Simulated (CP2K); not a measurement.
Input and output of a self-consistent single point for RuO₂ (P4_2/mnm, 6 atoms in the cell) (CP2K)

Method of the run: PBE, GPW, DZVP-MOLOPT-SR-GTH basis, GTH-PBE potentials (GTH_POTENTIALS) (CP2K).

Input as run:

```
&GLOBAL
  PROJECT calc
  RUN_TYPE ENERGY_FORCE
  PRINT_LEVEL MEDIUM
&END GLOBAL
&FORCE_EVAL
  METHOD Quickstep
  STRESS_TENSOR ANALYTICAL
  &DFT
    BASIS_SET_FILE_NAME BASIS_MOLOPT
    POTENTIAL_FILE_NAME GTH_POTENTIALS
    &QS
      METHOD GPW
      EPS_DEFAULT 1E-10
    &END QS
    &MGRID
      CUTOFF 500
      REL_CUTOFF 50
      NGRIDS 5
    &END MGRID
    &SCF
      SCF_GUESS ATOMIC
      EPS_SCF 1E-6
      MAX_SCF 100
      ADDED_MOS 10
      &DIAGONALIZATION
        ALGORITHM STANDARD
      &END DIAGONALIZATION
      &MIXING
        METHOD BROYDEN_MIXING
        ALPHA 0.2
        NBUFFER 12
      &END MIXING
      &SMEAR ON
        METHOD GAUSSIAN
        SIGMA [eV] 0.1
      &END SMEAR
    &END SCF
    &KPOINTS
      SCHEME MONKHORST-PACK 6 6 9
      GAMMA_CENTERED T
    &END KPOINTS
    &XC
      &XC_FUNCTIONAL PBE
      &END XC_FUNCTIONAL
    &END XC
    &PRINT
      &MO
        EIGENVALUES T
        OCCUPATION_NUMBERS T
        NDIGITS 8
        FILENAME mo
        &EACH
          QS_SCF 0
        &END EACH
        ADD_LAST NUMERIC
      &END MO
      &MULLIKEN ON
      &END MULLIKEN
    &END PRINT
  &END DFT
  &SUBSYS
    &CELL
      A 4.43274400 0.00000000 0.00000000
      B 0.00000000 4.43274400 0.00000000
      C 0.00000000 0.00000000 3.07680400
      PERIODIC XYZ
    &END CELL
    &COORD
      SCALED
      Ru       0.50000000     0.50000000     0.50000000
      Ru       0.00000000     0.00000000     0.00000000
      O        0.80544000     0.19456000     0.50000000
      O        0.19456000     0.80544000     0.50000000
      O        0.30544000     0.30544000     0.00000000
      O        0.69456000     0.69456000     0.00000000
    &END COORD
    &KIND Ru
      BASIS_SET DZVP-MOLOPT-SR-GTH-q16
      POTENTIAL GTH-PBE-q16
    &END KIND
    &KIND O
      BASIS_SET DZVP-MOLOPT-SR-GTH-q6
      POTENTIAL GTH-PBE-q6
    &END KIND
  &END SUBSYS
  &PRINT
    &FORCES ON
    &END FORCES
    &STRESS_TENSOR ON
    &END STRESS_TENSOR
  &END PRINT
&END FORCE_EVAL
```

Output (repeated stretches shortened):

```
 GLOBAL| Method name                                                        CP2K
 GLOBAL| Project name                                                       calc
 GLOBAL| Run type                                                   ENERGY_FORCE

 CELL| Volume [angstrom^3]:                                            60.456797
 CELL| Vector a [angstrom]:       4.433     0.000     0.000   |a| =     4.432744
 CELL| Vector b [angstrom]:       0.000     4.433     0.000   |b| =     4.432744
 CELL| Vector c [angstrom]:       0.000     0.000     3.077   |c| =     3.076804
 CELL| Angle (b,c), alpha [degree]:                                    90.000000
 CELL| Angle (a,c), beta  [degree]:                                    90.000000
 CELL| Angle (a,b), gamma [degree]:                                    90.000000
 CELL| Numerically orthorhombic:                                             YES
 CELL| Periodicity                                                           XYZ

 DFT| Spin restricted Kohn-Sham (RKS) calculation                            RKS
 DFT| Multiplicity                                                             1
 DFT| Number of spin states                                                    1
 DFT| Charge                                                                   0
 DFT| XC density smoothing                                                  NONE
 DFT| XC derivatives                                                          PW

 QS| Method:                                                                 GPW
 QS| Density plane wave grid type                        NON-SPHERICAL FULLSPACE
 QS| Number of grid levels:                                                    5
 QS| Density cutoff [a.u.]:                                                250.0
 QS| Multi grid cutoff [a.u.]: 1) grid level                               250.0
   [... lines left out ...]
 BRILLOUIN| Wavefunction type                                            COMPLEX
 BRILLOUIN| List of Kpoints [2 Pi/Bohr]                                      164
 BRILLOUIN| Number           Weight            X              Y              Z
 BRILLOUIN|     1           0.00617       -0.33333       -0.33333       -0.44444
 BRILLOUIN|     2           0.00617       -0.33333       -0.33333       -0.33333
 BRILLOUIN|     3           0.00617       -0.33333       -0.33333       -0.22222
   [... 161 lines left out ...]
 *******************************************************************************

 Extrapolation method: initial_guess

 Re-scaling the density matrix to get the right number of electrons
                  # Electrons              Trace(P)               Scaling factor
                           56                56.000                        1.000

 Number of electrons:                                                         56
 Number of occupied orbitals:                                                 28
 Number of molecular orbitals:                                                38

 Number of orbital functions:                                                104
 Number of independent orbital functions:                                    104
 SCF WAVEFUNCTION OPTIMIZATION

  Step     Update method      Time    Convergence         Total energy    Change
     1 NoMix/Diag. 0.20E+00      -     0.91156918      -254.2859909435 -2.54E+02
     2 Broy./Diag. 0.20E+00      -     0.23791687      -251.9231130787  2.36E+00
     3 Broy./Diag. 0.20E+00      -     0.12884383      -253.1902676901 -1.27E+00
     4 Broy./Diag. 0.20E+00      -     0.05077843      -253.3849572487 -1.95E-01
     5 Broy./Diag. 0.20E+00      -     0.03642098      -253.5004425202 -1.15E-01
     6 Broy./Diag. 0.20E+00      -     0.01098983      -253.5346528715 -3.42E-02
     7 Broy./Diag. 0.20E+00      -     0.00939717      -253.5243300519  1.03E-02
   [... 3 lines left out ...]
    11 Broy./Diag. 0.20E+00      -     0.00004393      -253.5026193717 -1.38E-03
    12 Broy./Diag. 0.20E+00      -     0.00005371      -253.5020735172  5.46E-04
    13 Broy./Diag. 0.20E+00      -     0.00000223      -253.5018532012  2.20E-04
    14 Broy./Diag. 0.20E+00      -     0.00000371      -253.5018504835  2.72E-06
    15 Broy./Diag. 0.20E+00      -     0.00000040      -253.5018501336  3.50E-07
  *** SCF run converged in    15 steps ***

  Electronic density on regular grids:        -55.9999999993        0.0000000007
  Core density on regular grids:               55.9999999980       -0.0000000020
  Total charge density on r-space grids:       -0.0000000013
  Total charge density g-space grids:          -0.0000000013

  Overlap energy of the core charge distribution:               0.00000000004064
  Self energy of the core charge distribution:               -501.99444084675281
  Core Hamiltonian energy:                                    126.24745685972232
  Hartree energy:                                             156.51128741948969
  Exchange-correlation energy:                                -34.26539749231009
  Smearing free energy correction:                             -0.00075607385151
  Fermi energy:                                                 0.39913179699692

  Total energy:                                              -253.50185013360485
  Total energy (extrapolated to sigma->0):                   -253.50147209667909

                     Mulliken Population Analysis

 #  Atom  Element  Kind  Atomic population                           Net charge
       1     Ru       1         15.252903                              0.747097
       2     Ru       1         15.252835                              0.747165
       3     O        2          6.373581                             -0.373581
       4     O        2          6.373581                             -0.373581
       5     O        2          6.373551                             -0.373551
       6     O        2          6.373551                             -0.373551
 # Total charge                             56.000000                  0.000000

 ENERGY| Total FORCE_EVAL ( QS ) energy [hartree]           -253.501865179900364

 FORCES| Atomic forces [hartree/bohr]
 FORCES|   Atom     x               y               z               |f|
 FORCES|      1 -6.15531251E-09  1.24514883E-08  2.13687851E-11   1.38898484E-08
 FORCES|      2 -4.87231780E-09 -4.54251269E-09  5.93456858E-10   6.68775697E-09
 FORCES|      3 -1.01483336E-03  1.01483178E-03  6.55835378E-11   1.43518998E-03
 FORCES|      4  1.01484030E-03 -1.01484681E-03  6.55801363E-11   1.43520552E-03
 FORCES|      5 -9.75411720E-04 -9.75408822E-04  1.28367205E-10   1.37943843E-03
 FORCES|      6  9.75416404E-04  9.75416378E-04  1.32580797E-10   1.37944709E-03
 FORCES| Sum     5.95571110E-10  4.36001161E-10  1.00693732E-09
 FORCES| Total atomic force                                       1.24848898E-09

 STRESS| Analytical stress tensor [bar]
 STRESS|                        x                   y                   z
 STRESS|      x        1.73328450543E+05  -5.49650781038E+00   9.12652241017E-05
 STRESS|      y       -5.49650781038E+00   1.73328451885E+05   9.12728951430E-05
 STRESS|      z        9.12652241017E-05   9.12728951430E-05   1.95616479572E+05
 STRESS| 1/3 Trace                                             1.80757794000E+05
```

The run converged in 15 iterations.

The starting cell comes from a database of computed structures (which also holds hypothetical and non-ambient phases and stackings), without a prior relaxation at this level. Its lattice was rescaled by a random factor within 2.5 % of one. Spin polarisation is off. Values carry the incompleteness of an atom-centred basis. With a pressure of about 18 GPa the cell is away from its equilibrium volume at this level.

Cost on one core of a shared machine: roughly 2 min.
